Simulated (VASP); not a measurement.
# RbCl (Fm-3m) in VASP: further runs

The runs below take RbCl through relaxation of the atoms, relaxation of cell and atoms, with LDA, PBEsol.

All numbers are computed with VASP 6.6.1; they aren't measurements. Logs are shortened: lines on timing, memory, paths and dates and some standing lists are left out, and cuts for length are marked.

### Step 1. The crystal as given

Symmetry: Fm-3m, No. 225, cubic system. Conventional cell: a = 6.548 Å, b = 6.548 Å, c = 6.548 Å, α = 90.00°, β = 90.00°, γ = 90.00°. Around Rb (site symmetry m-3m) lie 6 Cl at 3.27 Å. Cl (site symmetry m-3m) has 6 Rb at 3.27 Å as nearest neighbours.

### Step 2. Relaxation of the atoms, LDA (a relaxed cell with its volume scaled by 1.02)

Input file INCAR:

```
SYSTEM = RbCl
PREC = Accurate
ENCUT = 600
EDIFF = 1E-7
ISMEAR = 0
SIGMA = 0.03
LREAL = .False.
LASPH = .True.
NELM = 80
ALGO = Normal
ISIF = 2
LWAVE = .False.
LCHARG = .False.
IBRION = 2
NSW = 40
EDIFFG = -0.01
```

Input file KPOINTS:

```
regular mesh
0
Gamma
  8 8 8
  0 0 0
```

Input file POSCAR:

```
RbCl                                    
1.0
   -0.0000000000      3.2143566784      3.2143566784
    3.2143566784     -0.0000000000      3.2143566784
    3.2143566784      3.2143566784      0.0000000000
  Rb              Cl            
     1     1
Direct
     0.0000000000000000    0.0000000000000000    0.0000000000000000
     0.5000000000000000    0.5000000000000000    0.5000000000000000
```

Potentials or basis: VASP PAW LDA potentials, release 64 (Rb_sv, Cl).

The run is started by

```console
$ cat potpaw_LDA.64/Rb_sv/POTCAR potpaw_LDA.64/Cl/POTCAR > POTCAR
$ mpirun -np 1 vasp_std > vasp.out
```

OUTCAR:

```text
SYSTEM = RbCl
   PREC = Accurate
   ENCUT = 600
   EDIFF = 1E-7
   ISMEAR = 0
   LREAL = .False.
   LASPH = .True.
   NELM = 80
   ISIF = 2
   IBRION = 2
   NSW = 40
   EDIFFG = -0.01

 ion  position               nearest neighbor table
   1  0.000  0.000  0.000-   2 3.21   2 3.21   2 3.21   2 3.21   2 3.21   2 3.21
   2  0.500  0.500  0.500-   1 3.21   1 3.21   1 3.21   1 3.21   1 3.21   1 3.21

  LATTYP: Found a face centered cubic cell.
 ALAT       =     6.4287133568

  Lattice vectors:

 A1 = (   0.0000000000,   3.2143566784,   3.2143566784)
 A2 = (   3.2143566784,   0.0000000000,   3.2143566784)
 A3 = (   3.2143566784,   3.2143566784,   0.0000000000)

Analysis of symmetry for initial positions (statically):
=====================================================================
 Subroutine PRICEL returns:
 Original cell was already a primitive cell.

 Routine SETGRP: Setting up the symmetry group for a
 face centered cubic supercell.

 Subroutine GETGRP returns: Found 48 space group operations
 (whereof 48 operations were pure point group operations)
 out of a pool of 48 trial point group operations.

The static configuration has the point symmetry O_h .

Analysis of symmetry for dynamics (positions and initial velocities):
=====================================================================
 Subroutine PRICEL returns:
 Original cell was already a primitive cell.

 Routine SETGRP: Setting up the symmetry group for a
 face centered cubic supercell.

 Subroutine GETGRP returns: Found 48 space group operations
 (whereof 48 operations were pure point group operations)
 out of a pool of 48 trial point group operations.

The dynamic configuration has the point symmetry O_h .

 Subroutine INISYM returns: Found 48 space group operations
 (whereof 48 operations are pure point group operations),
 and found     1 'primitive' translations

----------------------------------------------------------------------------------------

                                     Primitive cell

  volume of cell :      66.4220

  direct lattice vectors                    reciprocal lattice vectors
     0.000000000  3.214356678  3.214356678    -0.155552121  0.155552121  0.155552121
     3.214356678  0.000000000  3.214356678     0.155552121 -0.155552121  0.155552121
     3.214356678  3.214356678  0.000000000     0.155552121  0.155552121 -0.155552121

  length of vectors
     4.545786809  4.545786809  4.545786809     0.269424177  0.269424177  0.269424177

  position of ions in fractional coordinates (direct lattice)
     0.000000000  0.000000000  0.000000000
     0.500000000  0.500000000  0.500000000

  ion indices of the primitive-cell ions
   primitive index   ion index
                 1           1
                 2           2

----------------------------------------------------------------------------------------

 KPOINTS: regular mesh

Automatic generation of k-mesh.
 Grid dimensions read from file:
 generate k-points for:    8    8    8

 Generating k-lattice:

  Cartesian coordinates                     Fractional coordinates (reciprocal lattice)
    -0.019444015  0.019444015  0.019444015     0.125000000  0.000000000  0.000000000
     0.019444015 -0.019444015  0.019444015     0.000000000  0.125000000  0.000000000
     0.019444015  0.019444015 -0.019444015     0.000000000  0.000000000  0.125000000

  Length of vectors
     0.033678022  0.033678022  0.033678022

  Shift w.r.t. Gamma in fractional coordinates (k-lattice)
     0.000000000  0.000000000  0.000000000

 Subroutine IBZKPT returns following result:
 ===========================================

 Found     29 irreducible k-points:

 Following reciprocal coordinates:
            Coordinates               Weight
  0.000000  0.000000  0.000000      1.000000
  0.125000  0.000000  0.000000      8.000000
  0.250000  0.000000  0.000000      8.000000
  0.375000  0.000000  0.000000      8.000000
  0.500000  0.000000  0.000000      4.000000
  0.125000  0.125000  0.000000      6.000000
[... 16 lines left out ...]
  0.500000  0.250000  0.125000     48.000000
 -0.375000  0.250000  0.125000     24.000000
 [... further k-points ...]
   k-points           NKPTS =     29   k-points in BZ     NKDIM =     29   number of bands    NBANDS=     12
   number of dos      NEDOS =    301   number of ions     NIONS =      2
   total plane-waves  NPLWV =  46656
   dimension x,y,z NGX =    36 NGY =   36 NGZ =   36
   dimension x,y,z NGXF=    72 NGYF=   72 NGZF=   72
   ions per type =               1   1
   NGX,Y,Z   is equivalent  to a cutoff of  13.17, 13.17, 13.17 a.u.
   NGXF,Y,Z  is equivalent  to a cutoff of  26.33, 26.33, 26.33 a.u.
 SYSTEM =  RbCl
   PREC   = accura    normal or accurate (medium, high low for compatibility)
   ISTART =      0    job   : 0-new  1-cont  2-samecut
   ICHARG =      2    charge: 1-file 2-atom 10-const
   ISPIN  =      1    spin polarized calculation?
   LNONCOLLINEAR =      F non collinear calculations
   LSORBIT =      F    spin-orbit coupling
   LASPH  =      T    aspherical Exc in radial PAW
   ENCUT  =  600.0 eV  44.10 Ry    6.64 a.u.   9.08  9.08  9.08*2*pi/ulx,y,z
   NELM   =     80;   NELMIN=  2; NELMDL= -5     # of ELM steps
   EDIFF  = 0.1E-06   stopping-criterion for ELM
   LREAL  =      F    real-space projection
   EDIFFG = -.1E-01   stopping-criterion for IOM
   NSW    =     40    number of steps for IOM
   IBRION =      2    ionic relax: 0-MD 1-quasi-New 2-CG
   NFREE  =      1    steps in history (QN), initial steepest desc. (CG)
   ISIF   =      2    stress and relaxation
   ISYM   =      2    0-nonsym 1-usesym 2-fastsym
   POTIM  = 0.5000    time-step for ionic-motion
   TEBEG  =    0.0;   TEEND  =   0.0 temperature during run
   PSTRESS=    0.0 pullay stress
   NELECT =      16.0000    total number of electrons
   NUPDOWN=      -1.0000    fix difference up-down
   EMIN   =  10.00;   EMAX   =-10.00  energy-range for DOS
   EFERMI =   0.00;   METHOD = LEGACY
   ISMEAR =     0;   SIGMA  =   0.03  broadening in eV -4-tet -1-fermi 0-gaus
   EFERMI_NEDOS =   21; number of points for ismear=-14 and -15
   IALGO  =     38    algorithm
   IMIX   =      4    mixing-type and parameters
     AMIX     =   0.40;   BMIX     =  1.00
     AMIX_MAG =   1.60;   BMIX_MAG =  1.00
  volume/ion in A,a.u.               =      33.21       224.12
  Fermi-wavevector in a.u.,A,eV,Ry     =   1.018617  1.924906 14.117131  1.037580
  Thomas-Fermi vector in A             =   2.152084
   LORBIT       =      0    0 simple, 1 ext, 2 COOP (PROOUT), +10 PAW based schemes
   GGA     = CA    functional components
   LHFCALC =     F    Hartree Fock is set to
   AEXX    =    0.0000 exact exchange contribution
   IVDW    =     0    specifies the selected vdW correction
   LEPSILON=     F    determine dielectric tensor
   LRPA    =     F    only Hartree local field effects (RPA)
 conjugate gradient relaxation of ions
 non-spin polarized calculation
 Gauss-broadening in eV      SIGMA  =   0.03
  energy-cutoff  :      600.00
  volume of cell :       66.42
 maximum number of plane-waves:      2252
   NGX = 19   NGY = 19   NGZ = 19

 number of electron      15.9999999 magnetization

 Free energy of the ion-electron system (eV)
  ---------------------------------------------------
  ext. energy  EPLUGINS =         0.00000000
  ---------------------------------------------------
  free energy    TOTEN  =        -7.26589354 eV

  energy without entropy =       -7.26589354  energy(sigma->0) =       -7.26589354

 E-fermi :  -1.7030     XC(G=0):  -8.1914

 val. band max:       -1.8633111006   @ k =   0.0000   0.0000   0.0000
 cond. band min:       2.9128426085   @ k =   0.0000   0.0000   0.0000
 fundamental gap:      4.7761537091
 Fermi energy:        -1.7030033580

 k-point     1 :       0.0000    0.0000    0.0000
  band No.  band energies     occupation
      1     -25.4928      2.00000
      2     -13.8339      2.00000
      3      -9.6067      2.00000
      4      -9.6067      2.00000
      5      -9.6067      2.00000
      6      -1.8633      2.00000
      7      -1.8633      2.00000
      8      -1.8633      2.00000
      9       2.9128      0.00000
     10       5.8777      0.00000
     11       5.8777      0.00000
     12       5.8777      0.00000

 k-point     2 :       0.1250    0.0000    0.0000
  band No.  band energies     occupation
      1     -25.4892      2.00000
      2     -13.8481      2.00000
      3      -9.6090      2.00000
      4      -9.6090      2.00000
      5      -9.5997      2.00000
      6      -2.0577      2.00000
      7      -1.9313      2.00000
      8      -1.9313      2.00000
      9       3.3186      0.00000
     10       5.7430      0.00000
     11       6.0905      0.00000
     12       6.0905      0.00000

 k-point     3 :       0.2500    0.0000    0.0000
  band No.  band energies     occupation
      1     -25.4805      2.00000
      2     -13.8818      2.00000
      3      -9.6143      2.00000
      4      -9.6143      2.00000
      5      -9.5830      2.00000
      6      -2.4554      2.00000
      7      -2.0878      2.00000
      8      -2.0878      2.00000
      9       4.2925      0.00000
     10       5.6387      0.00000
     11       6.7055      0.00000
     12       6.7055      0.00000
[... 286 lines left out ...]
 k-point    23 :       0.5000    0.2500    0.1250
  band No.  band energies     occupation
      1     -25.4675      2.00000
      2     -13.8753      2.00000
      3      -9.7433      2.00000
      4      -9.6841      2.00000
      5      -9.5965      2.00000
      6      -2.6300      2.00000
      7      -2.2407      2.00000
      8      -2.0868      2.00000
      9       5.2542      0.00000
     10       5.5962      0.00000
     11       7.8051      0.00000
     12       8.0483      0.00000

 k-point    24 :      -0.3750    0.2500    0.1250
  band No.  band energies     occupation
      1     -25.4646      2.00000
      2     -13.8769      2.00000
      3      -9.7445      2.00000
      4      -9.7240      2.00000
      5      -9.5897      2.00000
      6      -2.6432      2.00000
      7      -2.2229      2.00000
      8      -2.2017      2.00000
      9       5.6491      0.00000
     10       5.8135      0.00000
     11       7.9049      0.00000
     12       8.0684      0.00000

 [... further k-points ...]

------------------------ aborting loop because EDIFF is reached ----------------------------------------

  FORCE on cell =-STRESS in cart. coord.  units (eV):
  Direction    XX          YY          ZZ          XY          YZ          ZX
  --------------------------------------------------------------------------------------
  -------------------------------------------------------------------------------------
  Total       -0.1771390     -0.1771390     -0.1771390      0.0000000      0.0000000      0.0000000
  in kB       -4.2728000     -4.2728000     -4.2728000      0.0000000      0.0000000      0.0000000
  external PRESSURE =      -4.2728000 kB  Pullay stress =       0.0000000 kB

 VOLUME and BASIS-vectors are now :
 -----------------------------------------------------------------------------
  energy-cutoff  :      600.00
  volume of cell :       66.42
      direct lattice vectors                 reciprocal lattice vectors
     0.000000000  3.214356678  3.214356678    -0.155552121  0.155552121  0.155552121
     3.214356678  0.000000000  3.214356678     0.155552121 -0.155552121  0.155552121
     3.214356678  3.214356678  0.000000000     0.155552121  0.155552121 -0.155552121

 POSITION                                       TOTAL-FORCE (eV/Angst)
 -----------------------------------------------------------------------------------
      0.00000      0.00000      0.00000        -0.000000     -0.000000     -0.000000
      3.21436      3.21436      3.21436         0.000000      0.000000      0.000000
 -----------------------------------------------------------------------------------
    total drift:                                0.000000      0.000000      0.000000

  FREE ENERGIE OF THE ION-ELECTRON SYSTEM (eV)
  ---------------------------------------------------
  free  energy   TOTEN  =        -7.2658935368 eV

  energy  without entropy=       -7.2658935368  energy(sigma->0) =       -7.26589354

 reached required accuracy - stopping structural energy minimisation
```

It took 9 s on 1 thread of Intel Xeon 6975P-C (Granite Rapids), shared host; peak memory 0.18 GiB.

What came out:

```
Free energy             : -7.2659 eV
Pressure after relaxing : -0.4 GPa
Band gap on the k mesh  : 4.78 eV, direct
```

Final structure:
```
Rb Cl
1.0
     0.00000    3.21436    3.21436
     3.21436    0.00000    3.21436
     3.21436    3.21436    0.00000
Rb Cl
1 1
Direct
  0.00000 0.00000 0.00000
  0.50000 0.50000 0.50000
```

Caveat: the relaxation stopped at its first step, so nothing moved. A k mesh can miss the band edges.

### Step 3. Relaxation of the atoms, LDA (a relaxed cell with its volume scaled by 1.04)

INCAR is that of step 2.

KPOINTS is that of step 2.

Input file POSCAR:

```
RbCl                                    
1.0
   -0.0000000000      3.2352297092      3.2352297092
    3.2352297092     -0.0000000000      3.2352297092
    3.2352297092      3.2352297092      0.0000000000
  Rb              Cl            
     1     1
Direct
     0.0000000000000000    0.0000000000000000    0.0000000000000000
     0.5000000000000000    0.5000000000000000    0.5000000000000000
```

Potentials or basis: VASP PAW LDA potentials, release 64 (Rb_sv, Cl).

The run is started by

```console
$ cat potpaw_LDA.64/Rb_sv/POTCAR potpaw_LDA.64/Cl/POTCAR > POTCAR
$ mpirun -np 1 vasp_std > vasp.out
```

Wall time 13 s (1 thread of Intel Xeon 6975P-C (Granite Rapids), shared host); peak memory 0.19 GiB.

It converged, with:

```yaml
Free_energy: -7.2610 eV
Pressure_after_relaxing: -0.8 GPa
Band_gap_on_the_k_mesh: 4.71 eV, direct
```

Final structure:
```
Rb Cl
1.0
     0.00000    3.23523    3.23523
     3.23523    0.00000    3.23523
     3.23523    3.23523    0.00000
Rb Cl
1 1
Direct
  0.00000 0.00000 0.00000
  0.50000 0.50000 0.50000
```

Levels at points of the mesh, in eV from the valence-band top:
```tsv
k point	band 4	band 5	band 6	band 7	band 8	band 9	band 10	band 11	band 12
(0.00, 0.00, 0.00)	-7.78	-7.78	0.00	0.00	0.00	4.71	7.73	7.73	7.73
(0.50, 0.00, 0.00)	-7.80	-7.74	-1.02	-0.41	-0.41	7.51	7.81	10.09	10.09
(0.50, 0.50, 0.00)	-7.92	-7.92	-0.33	-0.10	-0.10	5.80	7.94	9.56	10.02
```

Caveat: the relaxation stopped at its first step, so nothing moved. A k mesh can miss the band edges.

### Step 4. Relaxation of the atoms, LDA (a relaxed cell with its volume scaled by 1.06)

INCAR is that of step 3.

KPOINTS is that of step 3.

Input file POSCAR:

```
RbCl                                    
1.0
   -0.0000000000      3.2558368234      3.2558368234
    3.2558368234     -0.0000000000      3.2558368234
    3.2558368234      3.2558368234      0.0000000000
  Rb              Cl            
     1     1
Direct
     0.0000000000000000    0.0000000000000000    0.0000000000000000
     0.5000000000000000    0.5000000000000000    0.5000000000000000
```

The run is started by

```console
$ cat potpaw_LDA.64/Rb_sv/POTCAR potpaw_LDA.64/Cl/POTCAR > POTCAR
$ mpirun -np 1 vasp_std > vasp.out
```

Run time: 12 s. Hardware: 1 thread of Intel Xeon 6975P-C (Granite Rapids), shared host; peak memory 0.2 GiB.

It converged, with:

```
Free energy             : -7.2533 eV
Pressure after relaxing : -1.1 GPa
Band gap on the k mesh  : 4.65 eV, direct
```

Final structure:
```
Rb Cl
1.0
     0.00000    3.25584    3.25584
     3.25584    0.00000    3.25584
     3.25584    3.25584    0.00000
Rb Cl
1 1
Direct
  0.00000 0.00000 0.00000
  0.50000 0.50000 0.50000
```

Levels at points of the mesh, in eV from the valence-band top:
```tsv
k point	band 6	band 7	band 8	band 9	band 10	band 11
(0.00, 0.00, 0.00)	0.00	0.00	0.00	4.65	7.73	7.73
(0.50, 0.00, 0.00)	-0.99	-0.39	-0.39	7.45	7.74	10.03
(0.50, 0.50, 0.00)	-0.34	-0.10	-0.10	5.82	7.85	9.45
```

Caveat: the relaxation stopped at its first step, so nothing moved.

### Step 5. Relaxation of cell and atoms, PBEsol

Input file INCAR:

```
SYSTEM = RbCl
  ALGO = Normal
  EDIFF = 1E-6
  EDIFFG = -0.01
  ENCUT = 600
  GGA = PS
  IBRION = 2
  ISIF = 3
  ISMEAR = 0
  LASPH = .True.
  LCHARG = .False.
  LREAL = .False.
  LWAVE = .False.
  NELM = 80
  NSW = 90
  PREC = Accurate
  SIGMA = 0.03
```

Input file KPOINTS:

```
k-points
0
Gamma
  8 8 8
  0 0 0
```

Input file POSCAR:

```
RbCl
1.0
    0.0000000000      3.2740000000      3.2740000000
    3.2740000000      0.0000000000      3.2740000000
    3.2740000000      3.2740000000      0.0000000000
Rb Cl
1 1
Direct
    0.0000000000      0.0000000000      0.0000000000
    0.5000000000      0.5000000000      0.5000000000
```

Potentials or basis: VASP PAW PBE potentials, release 64 (Rb_sv, Cl).

The run is started by

```console
$ cat potpaw_PBE.64/Rb_sv/POTCAR potpaw_PBE.64/Cl/POTCAR > POTCAR
$ mpirun -np 1 vasp_std > vasp.out
```

Wall time 15 s (1 thread of Intel Xeon 6975P-C (Granite Rapids), shared host); peak memory 0.24 GiB.

The run converged. Its results:

| Quantity | Value |
| --- | --- |
| Free energy | -6.8946 eV |
| Pressure after relaxing | 0.0 GPa |
| Band gap on the k mesh | 4.89 eV, direct |

Final structure:
```xyz
2
Lattice="0.0000 3.2740 3.2740 3.2740 0.0000 3.2740 3.2740 3.2740 0.0000" Properties=species:S:1:pos:R:3 pbc="T T T"
Rb    0.0000    0.0000    0.0000
Cl    3.2740    3.2740    3.2740
```

Levels at points of the mesh, in eV from the valence-band top:
| k point | band 4 | band 5 | band 6 | band 7 | band 8 | band 9 | band 10 | band 11 | band 12 |
| --- | --- | --- | --- | --- | --- | --- | --- | --- | --- |
| (0.00, 0.00, 0.00) | -7.90 | -7.90 | 0.00 | 0.00 | 0.00 | 4.89 | 7.91 | 7.91 | 7.91 |
| (0.50, 0.00, 0.00) | -7.91 | -7.87 | -0.91 | -0.36 | -0.36 | 7.65 | 7.92 | 10.14 | 10.14 |
| (0.50, 0.50, 0.00) | -8.01 | -8.01 | -0.33 | -0.10 | -0.10 | 6.07 | 8.01 | 9.64 | 10.04 |

Caveat: the relaxation stopped at its first step, so nothing moved; the PAW data sets were made with another functional, which shifts forces and pressure a little.

[end of part 1 of 2]
